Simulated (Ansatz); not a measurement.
# SiO2: the cost of one run

Program: Ansatz 0.2.0. Level of theory: DFT PBE, scalar-relativistic, plane waves, PAW. These are calculated values, not measurements.

1 further run of the same task is left out (set aside as unsound or not needed).

## Step 1: The starting structure

The cell holds 24 atoms (O16Si8): a = 7.323 Å, b = 7.368 Å, c = 6.920 Å, α = 91.62°, β = 94.89°, γ = 89.68°.

It is the last frame of an earlier stage of the same melt, run at 300 K.

The coordinates stand in the first input below.

## Step 2: Relaxing on a coarse mesh

Cell and atoms move without symmetry, on a coarse mesh with loose thresholds.

input.yaml reads:

```yaml
crystal:
  lattice:
    - [7.316587, 0.018381, -0.303548]
    - [0.018381, 7.367389, -0.100277]
    - [-0.303548, -0.100277, 6.912704]
  atoms:
    - { symbol: Si, position: [0.4253183942, 0.4286119648, 0.0471654254] }
    - { symbol: Si, position: [0.972214804, 0.1663438431, 0.5871988989] }
    - { symbol: Si, position: [0.3575975207, 0.1650736068, 0.7066554388] }
    - { symbol: Si, position: [0.4393653918, 0.7291358951, 0.7247482539] }
    - { symbol: Si, position: [0.8570252668, 0.806654798, 0.7296847517] }
    - { symbol: Si, position: [0.0872636329, 0.8150088159, 0.441724431] }
    - { symbol: Si, position: [0.6008667298, 0.3804834517, 0.4648788655] }
    - { symbol: Si, position: [0.1596026155, 0.637022368, 0.0427212674] }
    - { symbol: O, position: [0.3787797584, 0.9634106089, 0.7701128948] }
    - { symbol: O, position: [0.0600007819, 0.0311361282, 0.427585755] }
    - { symbol: O, position: [0.0122003722, 0.6864128272, 0.8679809047] }
    - { symbol: O, position: [0.2048602415, 0.426290607, 0.0958770838] }
    - { symbol: O, position: [0.5633348972, 0.4585741323, 0.2370278929] }
    - { symbol: O, position: [0.4685892014, 0.2094584421, 0.514470043] }
    - { symbol: O, position: [0.2522007789, 0.7170711726, 0.5693783826] }
    - { symbol: O, position: [0.5253375087, 0.5474201649, 0.5992713202] }
    - { symbol: O, position: [0.8154261537, 0.3078800319, 0.4984269329] }
    - { symbol: O, position: [0.1553114694, 0.2720079938, 0.6888134306] }
    - { symbol: O, position: [0.908006503, 0.0190959837, 0.7464982153] }
    - { symbol: O, position: [0.8894598502, 0.7343106114, 0.5122814772] }
    - { symbol: O, position: [0.1177729999, 0.7642397029, 0.2177847332] }
    - { symbol: O, position: [0.3735224365, 0.6486760323, 0.943856227] }
    - { symbol: O, position: [0.4773476421, 0.2946883846, 0.8809375188] }
    - { symbol: O, position: [0.6580500186, 0.8007511206, 0.8098546797] }
  symmetry: { detect: false }
basis:
  ecutwfc: 420
kpoints:
  mp_grid: { grid: [1, 1, 1], shift: [0.25, 0.25, 0.25] }
hamiltonian:
  xc: pbe
scf:
  occupations: { method: gaussian, width: 0.1 }
  lower_state_search: "off"
output:
  forces: true
  stress: true
  eigenvalues: true
relax:
  adjacent_minimum: "off"
  f_tol: 0.04
  max_steps: 70
  cell: { stress_tol: 0.3 }
```

The run is started by

```console
> ansatz run input.yaml --threads 2 --pin off --max-ram 5120MiB --backend cpu --events-out ev --progress --plain --runs-dir out
```

Q: Estimate wall time and peak memory on 2 threads of Intel Xeon 6975P-C (Granite Rapids), shared host.

About 21 s, with a peak of 0.56 GiB.
